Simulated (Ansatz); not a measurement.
**Σ11 (113) boundary in fcc Ir with Zr (substitutional): structure and resistance**

Aim: the relaxed structure and the specific resistance of the Σ11 (113) boundary in fcc Ir with Zr (substitutional).

Program: Ansatz 0.2.0. Level of theory: Ansatz plane-wave DFT, PBE, PAW files; relaxation of a bicrystal slab with its lowest layers held; PAW set soft_1, in the first sound run; inputs show where later runs differ. Results are calculated unless marked as measured.

### 1. Set-up

The cell holds 17 atoms: 16 Ir and 1 Zr. Cell: a = 2.715 Å, b = 4.702 Å, c = 29.572 Å, α = 90.0°, β = 90.0°, γ = 73.2°. It derives from Ir. built on the (1 1 3) plane; 1 overlapping atoms removed and the grains opened by 0.05 Å. Vacuum lies along c.

### 2. Relaxing the bicrystal

The boundary is built by mirroring the lower grain in the boundary plane and removing any atoms that overlap; then the Zr is put in at the boundary. A thin bicrystal slab is relaxed first, with the lowest layers held and the upper grain free to shift and open.

Input file input.yaml:

```yaml
crystal:
  lattice:
    - [2.7148657757, 0.0, 0.0]
    - [1.3574328878, 4.5020955671, 0.0]
    - [0.0, 0.0, 29.5719625024]
  atoms:
    - { symbol: Ir, position: [0.909090909, 0.1818181819, 0.1690790728] }
    - { symbol: Ir, position: [0.6363636363, 0.7272727273, 0.2082250258] }
    - { symbol: Ir, position: [0.3636363636, 0.2727272728, 0.2473709789] }
    - { symbol: Ir, position: [0.0909090908, 0.8181818182, 0.286516932] }
    - { symbol: Ir, position: [0.8181818181, 0.3636363637, 0.3256628851] }
    - { symbol: Ir, position: [0.5454545454, 0.9090909091, 0.3648088381] }
    - { symbol: Ir, position: [0.2727272727, 0.4545454546, 0.4039547912] }
    - { symbol: Zr, position: [0.0, 0.0, 0.4431007443] }
    - { symbol: Ir, position: [0.2727272727, 0.4545454546, 0.4839374881] }
    - { symbol: Ir, position: [0.5454545454, 0.9090909091, 0.5230834412] }
    - { symbol: Ir, position: [0.8181818181, 0.3636363637, 0.5622293942] }
    - { symbol: Ir, position: [0.0909090908, 0.8181818182, 0.6013753473] }
    - { symbol: Ir, position: [0.3636363636, 0.2727272728, 0.6405213004] }
    - { symbol: Ir, position: [0.6363636363, 0.7272727273, 0.6796672535] }
    - { symbol: Ir, position: [0.909090909, 0.1818181819, 0.7188132065] }
    - { symbol: Ir, position: [0.1818181817, 0.6363636364, 0.7579591596] }
    - { symbol: Ir, position: [0.4545454544, 0.090909091, 0.7971051127] }
kpoints:
  mp_grid: { grid: [9, 9, 1] }
hamiltonian:
  xc: pbe
  pseudopotentials: { kind: paw, azcp: { folder: soft_1 } }
scf:
  occupations: { method: fermi_dirac, width: 0.1 }
relax:
  f_tol: 0.03
  max_steps: 80
  constraints: [{ sites: [0, 1, 2] }]
```

Run with:

```bash
ansatz run input.yaml --threads 4 --pin off --max-ram 15360MiB --backend cpu --events-out ev --progress --plain --runs-dir out
```

Numbers of over 12 decimals in the logs are rounded to 6 here.

What it wrote:

```text
Engine: ansatz 0.2.0, aarch64-unknown-linux-gnu
Pseudopotentials: kind: paw
Pseudopotential: Ir, paw, valence charge 17, recommended cutoff 420 eV (normal), soft_1/Ir.paw.azcp
Pseudopotential: Zr, paw, valence charge 12, recommended cutoff 420 eV (normal), soft_1/Zr.paw.azcp
Functional definition: PBE
  parameter kappa = 0.804
  parameter beta = 0.066725
  exchange = pbe_x(kappa = kappa, mu = beta*pi^2/3)
  correlation = pbe_c(beta = beta)
Crystal: 17 atoms, lattice volume = 361.446 Å³
Basis set: ecut = 420 eV, 7105 PW (Γ), exchange–correlation on 40×64×400 points (8 copies of the dense FFT grid, shifted against one another)
Bands: 171, of which v1, the nominal top of the filled ones, is band 142 counted from 1 (141 counted from 0)
Symmetry: 2 space group operations
Space group: Cm (ITA 8), of the structure as read, at distance tolerance 7.1e-5 Å
k-points: 25 of 81 (time reversal used)
Non-local potential: Ir, projectors of the file, l = 0: 3, l = 1: 2, l = 2: 2, l = 3: 1
Non-local potential: Zr, projectors of the file, l = 0: 3, l = 1: 2, l = 2: 2, l = 3: 1
PAW form: soft (Blöchl's): semilocal exchange-correlation on the pseudo side does not see the compensation charge
PAW one-centre angular grid: Ir, 590 points (default); XC on 64 Gauss nodes
PAW one-centre angular grid: Zr, 590 points (default); XC on 64 Gauss nodes
Initial density: superposition of atomic densities (neutral atoms: chi_scale 0, normalization atom)
Initial wavefunctions: pseudopotential atomic-orbital guess
Functional: x = pbe(κ = 0.804, μ = 0.219515), c = pbe(β = 0.066725)
SCF iter   1: F=—  HF=-195173.475000 eV  |F-HF|=—  |Δ(HF+E_count)|=         —  Δρ=5.58e-2  dr2=2.25e2  ethr=3.10e-3  ⟨swp⟩=7.2  Hψ=17090  notcnv=0  defer=59
preconditioner: auto → LDOS  [metal: Δε(μ)=0.013 eV  Ē_g=7.261 eV  σ=0.100 eV  W_gap=0.03  n_scr=102 (ndim 8)  ℏωp=24.2 eV  f_vac=0.288  D(μ)=17.64/eV (n_scr^D=162)  β→1.0]
SCF iter   2: F=—  HF=-195170.884550 eV  |F-HF|=—  |Δ(HF+E_count)|=    2.59e0  Δρ=3.72e-2  dr2=1.17e1  ethr=3.10e-3  ⟨swp⟩=3.8  Hψ=11287  notcnv=0  defer=96
SCF iter   3: F=—  HF=-195169.031321 eV  |F-HF|=—  |Δ(HF+E_count)|=    1.85e0  Δρ=1.12e-2  dr2=1.97e0  ethr=3.10e-3  ⟨swp⟩=3.0  Hψ=9011  notcnv=0  defer=97
SCF iter   4: F=—  HF=-195168.769835 eV  |F-HF|=—  |Δ(HF+E_count)|=   2.61e-1  Δρ=2.97e-3  dr2=1.39e-1  ethr=6.92e-4  ⟨swp⟩=2.1  Hψ=6788  notcnv=0  defer=102
SCF iter   5: F=—  HF=-195168.758018 eV  |F-HF|=—  |Δ(HF+E_count)|=   1.18e-2  Δρ=1.19e-3  dr2=1.24e-2  ethr=4.91e-5  ⟨swp⟩=2.2  Hψ=6324  notcnv=0  defer=102
SCF iter   6: F=—  HF=-195168.757673 eV  |F-HF|=—  |Δ(HF+E_count)|=   3.45e-4  Δρ=4.46e-4  dr2=1.51e-3  ethr=4.36e-6  ⟨swp⟩=2.2  Hψ=6660  notcnv=0  defer=102
SCF iter   7: F=—  HF=-195168.757565 eV  |F-HF|=—  |Δ(HF+E_count)|=   1.08e-4  Δρ=1.84e-4  dr2=2.68e-4  ethr=5.31e-7  ⟨swp⟩=2.8  Hψ=7255  notcnv=0  defer=102
SCF iter   8: F=—  HF=-195168.757584 eV  |F-HF|=—  |Δ(HF+E_count)|=   1.91e-5  Δρ=7.93e-5  dr2=5.05e-5  ethr=9.45e-8  ⟨swp⟩=2.2  Hψ=6546  notcnv=0  defer=102
SCF iter   9: F=-195168.757580 eV  HF=-195168.757592 eV  |F-HF|=1.19e-5  |Δ(HF+E_count)|=   8.22e-6  Δρ=3.34e-5  dr2=1.53e-5  ethr=7.92e-9  ⟨swp⟩=5.0  Hψ=14866  notcnv=0
SCF 1 converged in 9 iterations: F = -195168.757580 eV  dr2 = 1.53e-5
  greatest PAW one-centre occupation: 1.000 electrons in one spin orbital (limit 2), on the Ir atom at site 8 (counted from 0), in its partial waves of l = 0
relax step   1: F+E_penalty+E_count = -195168.75758031 eV  Δ(F+E_penalty+E_count) = +0.000e0 eV  max|allowed force component| = 4.261e0 eV/Å  Δτ_max = 0.0000 Å  (9 SCF iters, dr2 threshold 2.25e-5 eV, accepted)
Initial density: handed on by an earlier stage of this run
Initial wavefunctions: those handed on with the density
iter 1 solved again at ethr=1.09e-3 eV; its pass at ethr=3.10e-3 eV (dr2=3.08e0 eV) is discarded
SCF iter   1: F=—  HF=-195169.850714 eV  |F-HF|=—  |Δ(HF+E_count)|=         —  Δρ=1.69e-2  dr2=3.07e0  ethr=1.09e-3  ⟨swp⟩=1.2  Hψ=16427  notcnv=0  defer=86
preconditioner: auto → LDOS  [metal: Δε(μ)=0.012 eV  Ē_g=7.324 eV  σ=0.100 eV  W_gap=0.03  n_scr=102 (ndim 8)  ℏωp=24.2 eV  f_vac=0.291  D(μ)=17.73/eV (n_scr^D=164)  β→1.0]
SCF iter   2: F=—  HF=-195169.789392 eV  |F-HF|=—  |Δ(HF+E_count)|=   6.13e-2  Δρ=7.12e-3  dr2=5.28e-1  ethr=1.08e-3  ⟨swp⟩=2.6  Hψ=6537  notcnv=0  defer=86
SCF iter   3: F=—  HF=-195169.705593 eV  |F-HF|=—  |Δ(HF+E_count)|=   8.38e-2  Δρ=3.02e-3  dr2=8.78e-2  ethr=1.86e-4  ⟨swp⟩=2.8  Hψ=8016  notcnv=0  defer=97
SCF iter   4: F=—  HF=-195169.683386 eV  |F-HF|=—  |Δ(HF+E_count)|=   2.22e-2  Δρ=6.28e-4  dr2=2.94e-3  ethr=3.09e-5  ⟨swp⟩=2.6  Hψ=7586  notcnv=0  defer=110
SCF iter   5: F=—  HF=-195169.683359 eV  |F-HF|=—  |Δ(HF+E_count)|=   2.67e-5  Δρ=2.96e-4  dr2=8.44e-4  ethr=1.04e-6  ⟨swp⟩=2.8  Hψ=7090  notcnv=0  defer=109
SCF iter   6: F=—  HF=-195169.683366 eV  |F-HF|=—  |Δ(HF+E_count)|=   7.21e-6  Δρ=1.58e-4  dr2=1.61e-4  ethr=2.97e-7  ⟨swp⟩=2.5  Hψ=6350  notcnv=0  defer=109
SCF iter   7: F=-195169.683371 eV  HF=-195169.683374 eV  |F-HF|=3.11e-6  |Δ(HF+E_count)|=   7.73e-6  Δρ=4.61e-5  dr2=1.07e-5  ethr=3.52e-8  ⟨swp⟩=3.2  Hψ=16002  notcnv=0
SCF 2 converged in 7 iterations: F = -195169.683371 eV  dr2 = 1.07e-5
  greatest PAW one-centre occupation: 1.000 electrons in one spin orbital (limit 2), on the Ir atom at site 4 (counted from 0), in its partial waves of l = 0
relax step   2: F+E_penalty+E_count = -195169.68337072 eV  Δ(F+E_penalty+E_count) = -9.258e-1 eV  max|allowed force component| = 1.286e0 eV/Å  Δτ_max = 0.1925 Å  (7 SCF iters, dr2 threshold 1.00e-4 eV, accepted)
iter 1 solved again at ethr=1.37e-3 eV; its pass at ethr=3.10e-3 eV (dr2=3.88e0 eV) is discarded
SCF iter   1: F=—  HF=-195170.034711 eV  |F-HF|=—  |Δ(HF+E_count)|=         —  Δρ=1.36e-2  dr2=3.86e0  ethr=1.37e-3  ⟨swp⟩=1.1  Hψ=16385  notcnv=0  defer=92
preconditioner: auto → LDOS  [metal: Δε(μ)=0.010 eV  Ē_g=7.223 eV  σ=0.100 eV  W_gap=0.03  n_scr=102 (ndim 8)  ℏωp=24.2 eV  f_vac=0.284  D(μ)=18.24/eV (n_scr^D=168)  β→1.0]
SCF iter   2: F=—  HF=-195169.969218 eV  |F-HF|=—  |Δ(HF+E_count)|=   6.55e-2  Δρ=2.99e-3  dr2=5.51e-2  ethr=1.36e-3  ⟨swp⟩=2.0  Hψ=4838  notcnv=0  defer=92
SCF iter   3: F=—  HF=-195169.966192 eV  |F-HF|=—  |Δ(HF+E_count)|=   3.03e-3  Δρ=1.73e-3  dr2=3.43e-2  ethr=1.94e-5  ⟨swp⟩=2.5  Hψ=8304  notcnv=0  defer=99
SCF iter   4: F=—  HF=-195169.960524 eV  |F-HF|=—  |Δ(HF+E_count)|=   5.67e-3  Δρ=5.51e-4  dr2=2.99e-3  ethr=1.21e-5  ⟨swp⟩=2.4  Hψ=7173  notcnv=0  defer=103
SCF iter   5: F=—  HF=-195169.959903 eV  |F-HF|=—  |Δ(HF+E_count)|=   6.21e-4  Δρ=1.41e-4  dr2=1.40e-4  ethr=1.05e-6  ⟨swp⟩=2.8  Hψ=7377  notcnv=0  defer=103
SCF iter   6: F=-195169.959896 eV  HF=-195169.959916 eV  |F-HF|=2.01e-5  |Δ(HF+E_count)|=   1.35e-5  Δρ=5.59e-5  dr2=2.74e-5  ethr=3.52e-8  ⟨swp⟩=3.0  Hψ=16913  notcnv=0
SCF 3 converged in 6 iterations: F = -195169.959896 eV  dr2 = 2.74e-5
relax step   3: F+E_penalty+E_count = -195169.95989632 eV  Δ(F+E_penalty+E_count) = -2.765e-1 eV  max|allowed force component| = 3.091e-1 eV/Å  Δτ_max = 0.1945 Å  (6 SCF iters, dr2 threshold 1.00e-4 eV, accepted)
[...]
relax step   4: F+E_penalty+E_count = -195170.07315885 eV  Δ(F+E_penalty+E_count) = -1.133e-1 eV  max|allowed force component| = 5.513e-1 eV/Å  Δτ_max = 0.2000 Å  (7 SCF iters, dr2 threshold 5.97e-6 eV, accepted)
[...]
relax step   5: F+E_penalty+E_count = -195170.13195862 eV  Δ(F+E_penalty+E_count) = -5.880e-2 eV  max|allowed force component| = 1.568e-1 eV/Å  Δτ_max = 0.1286 Å  (7 SCF iters, dr2 threshold 1.90e-5 eV, accepted)
[...]
relax step   6: F+E_penalty+E_count = -195170.13643199 eV  Δ(F+E_penalty+E_count) = -4.473e-3 eV  max|allowed force component| = 6.800e-2 eV/Å  Δτ_max = 0.0446 Å  (6 SCF iters, dr2 threshold 1.99e-6 eV, accepted)
SCF iter   1: F=—  HF=-195170.137888 eV  |F-HF|=—  |Δ(HF+E_count)|=         —  Δρ=6.71e-4  dr2=3.07e-3  ethr=2.78e-5  ⟨swp⟩=2.2  Hψ=7529  notcnv=0  defer=116
preconditioner: auto → LDOS  [metal: Δε(μ)=0.011 eV  Ē_g=7.095 eV  σ=0.100 eV  W_gap=0.03  n_scr=102 (ndim 8)  ℏωp=24.2 eV  f_vac=0.273  D(μ)=18.74/eV (n_scr^D=168)  β→1.0]
SCF iter   2: F=—  HF=-195170.137904 eV  |F-HF|=—  |Δ(HF+E_count)|=   1.57e-5  Δρ=3.66e-4  dr2=1.19e-3  ethr=1.08e-6  ⟨swp⟩=2.2  Hψ=7069  notcnv=0  defer=116
SCF iter   3: F=—  HF=-195170.137617 eV  |F-HF|=—  |Δ(HF+E_count)|=   2.86e-4  Δρ=1.05e-4  dr2=1.03e-4  ethr=4.19e-7  ⟨swp⟩=3.0  Hψ=7841  notcnv=0  defer=116
SCF iter   4: F=—  HF=-195170.137601 eV  |F-HF|=—  |Δ(HF+E_count)|=   1.63e-5  Δρ=2.63e-5  dr2=4.15e-6  ethr=3.62e-8  ⟨swp⟩=2.4  Hψ=6989  notcnv=0  defer=116
SCF iter   5: F=—  HF=-195170.137400 eV  |F-HF|=—  |Δ(HF+E_count)|=   2.01e-4  Δρ=9.05e-6  dr2=5.04e-7  ethr=1.46e-9  ⟨swp⟩=2.7  Hψ=7684  notcnv=0  defer=116
SCF iter   6: F=-195170.137400 eV  HF=-195170.137400 eV  |F-HF|=4.63e-8  |Δ(HF+E_count)|=   5.42e-8  Δρ=3.37e-6  dr2=8.98e-8  ethr=3.52e-11  ⟨swp⟩=5.2  Hψ=15421  notcnv=0
SCF 7 converged in 6 iterations: F = -195170.137400 eV  dr2 = 8.98e-8
relax step   7: F+E_penalty+E_count = -195170.13739970 eV  Δ(F+E_penalty+E_count) = -9.677e-4 eV  max|allowed force component| = 1.427e-2 eV/Å  Δτ_max = 0.0108 Å  (6 SCF iters, accepted)
SCF converged after 6 iterations
Free energy (F): -195170.137400 eV
Harris-Foulkes:  -195170.137400 eV  (|F-HF|=4.63e-8)
Internal energy: -195169.518188 eV  (E = F + TS)
E sigma→0 (E₀):  -195169.827794 eV
Entropy (-TS):   -0.619212 eV (-36.424 meV/atom)
Fermi energy:    15.271261 eV
--- Per-component energies (eV) ---
  E_band       = -4176.185055
  E_kinetic    = 8952.189175
  E_local      = -284042.388538  (includes V_loc(G=0)·N_el)
  E_nonlocal   = 3115.205154
  E_hartree    = 138333.638539
  E_xc         = -3834.987973
  E_vxc        = -4284.762926  (∫ρ·V_xc dr)
  E_paw        = -151207.017266  (= ΣΔE_a)
  E_vpaw       = -4583.813752  (= ΣTr[D̂ρ^β])
  E_aug_tail   = 0.005609  (compensation charges beyond the density's cutoff)
  E_ewald      = 93513.837111
  E_smearing   = -0.619212  (= −TS)
  E_closure    = -0.000000  (closes the sum)
  Σ components = -195170.137400   (vs F -195170.137400, Δ=0.00e0)
--- Forces (eV/Å), atoms counted from 1 ---
  atom   1  Ir     0.00000000    -0.21262181     1.08771565
  atom   2  Ir    -0.00000000     0.10647065    -0.61618425
  atom   3  Ir    -0.00000000     0.10969210    -0.47090117
  atom   4  Ir     0.00000000    -0.01427167     0.00682761
  atom   5  Ir    -0.00000000     0.00209269     0.00219678
  atom   6  Ir    -0.00000000     0.00600028    -0.00334162
  atom   7  Ir     0.00000000    -0.00087521    -0.00834002
  atom   8  Zr    -0.00000000     0.00729747     0.00346711
  atom   9  Ir     0.00000000    -0.00576736    -0.00427250
  atom  10  Ir    -0.00000000     0.00903169     0.00709677
  atom  11  Ir    -0.00000000     0.01186577    -0.00242271
  atom  12  Ir     0.00000000    -0.00997715    -0.00401474
  atom  13  Ir     0.00000000    -0.00980804     0.00755574
  atom  14  Ir    -0.00000000     0.00124063    -0.00920879
  atom  15  Ir    -0.00000000     0.00451485     0.00343152
  atom  16  Ir     0.00000000    -0.00201462     0.00215219
  atom  17  Ir     0.00000000    -0.00284356    -0.00175649
  max |Σ_I F_I| component: 2.67e-5 eV/Å
--- Relaxed structure (7 steps of the walk, 7 accepted, 0 SCFs on fresh bases) ---
  F+E_penalty+E_count = -195170.13739970 eV   max|allowed force component| = 1.427e-2 eV/Å
  atoms:
    - { symbol: Ir, position: [0.909091, 0.181818, 0.1690790728] }
    - { symbol: Ir, position: [0.636364, 0.7272727273, 0.2082250258] }
    - { symbol: Ir, position: [0.363636, 0.2727272728, 0.247371] }
    - { symbol: Ir, position: [0.091864, 0.816271, 0.286336] }
    - { symbol: Ir, position: [0.819487, 0.361027, 0.327660] }
    - { symbol: Ir, position: [0.547211, 0.905578, 0.365838] }
    - { symbol: Ir, position: [0.275130, 0.449741, 0.405166] }
    - { symbol: Zr, position: [0.00862684, -0.017254, 0.453182] }
    - { symbol: Ir, position: [0.275437, 0.449127, 0.501383] }
    - { symbol: Ir, position: [0.547877, 0.904247, 0.540444] }
    - { symbol: Ir, position: [0.820874, 0.358252, 0.578373] }
    - { symbol: Ir, position: [0.093639, 0.812723, 0.620768] }
    - { symbol: Ir, position: [0.365594, 0.268812, 0.659468] }
    - { symbol: Ir, position: [0.637490, 0.725020, 0.698778] }
    - { symbol: Ir, position: [0.907533, 0.184933, 0.737577] }
    - { symbol: Ir, position: [0.185175, 0.629650, 0.780595] }
    - { symbol: Ir, position: [0.459783, 0.080434, 0.812347] }
```

Elapsed: 4.3 min, on 4 threads of Arm Neoverse V2, shared host; peak memory 2.1 GiB.

Step by step:

```
step  energy less that of the first step (eV)  largest force component (eV/Å)
   1                                   0.0000                          4.2607
   2                                  -0.9258                          1.2862
   3                                  -1.2023                          0.3091
   4                                  -1.3156                          0.5513
   5                                  -1.3744                          0.1568
   6                                  -1.3789                          0.0680
   7                                  -1.3798                          0.0143
```

The run keeps the 2 symmetry operations that it works with, so distortions that break them were not tested.

The atoms that moved most (Å):

```
atom     dx      dy     dz  length
Ir16  0.000  -0.030  0.669   0.670
Ir12  0.000  -0.025  0.573   0.574
Ir14  0.000  -0.010  0.565   0.565
Ir13  0.000  -0.018  0.560   0.561
Ir15  0.000   0.014  0.555   0.555
 Ir9  0.000  -0.024  0.516   0.516
Ir10  0.000  -0.022  0.513   0.514
Ir11  0.000  -0.024  0.477   0.478
```

Numbers from this step:

```
free energy             : -195170.1374 eV
energy at zero smearing : -195169.8278 eV
Fermi energy            : 15.27 eV
```

The largest force component on a free atom ends at 0.014 eV/Å, under the tolerance of 0.03, after 7 steps.

(Continued in part 2 of 2.)

[Logs are printed without paths, hosts, clocks, repeated set-up lines and the standing remarks that a program may print on its own settings, such as how far it seeks lower states.]

[Hosts, paths, dates, database ids (printed as entryN), source tags and the programs' standing remarks are cut or masked in the printed files.]
